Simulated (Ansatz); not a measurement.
Starting structure, clean slab, lower half held (ZrS2, P-3m1 (No. 164), (0 0 1) face):

```yaml
crystal:
  lattice:
    - [3.63502, 0.00000, 0.00000]
    - [-1.81751, 3.14802, 0.00000]
    - [0.00000, 0.00000, 25.64415]
  atoms:
    - { symbol: S, position: [0.66667, 0.33333, 0.33146] }
    - { symbol: Zr, position: [0.00000, 0.00000, 0.38842] }
    - { symbol: S, position: [0.33333, 0.66667, 0.44538] }
    - { symbol: S, position: [0.66667, 0.33333, 0.55462] }
    - { symbol: Zr, position: [0.00000, 0.00000, 0.61158] }
    - { symbol: S, position: [0.33333, 0.66667, 0.66854] }
```

Level of theory: DFT PBE+D3(BJ), scalar-relativistic, plane waves, PAW in Ansatz. Settings: cutoff 420 eV, Γ-centred mesh 9×9×1 on the computed 6-atom cell, Gaussian smearing of 0.05 eV; no spin polarisation. A dipole correction removes the field between periodic images along c.

Atoms 1, 2, 3 (counted from 1) are held. The cell is fixed. Force threshold 0.03 eV/Å.

Q: Where does it end?

A: The energy changes by less than 0.001 eV in 2 steps, to:

```xyz
6
Lattice="3.6350 0.0000 0.0000 -1.8175 3.1480 0.0000 0.0000 0.0000 25.6442" Properties=species:S:1:pos:R:3 pbc="T T T"
S     1.8175    1.0493    8.5000
Zr    0.0000    0.0000    9.9607
S     0.0000    2.0987   11.4214
S     1.8175    1.0493   14.2588
Zr    0.0000    0.0000   15.7209
S     0.0000    2.0987   17.1878
```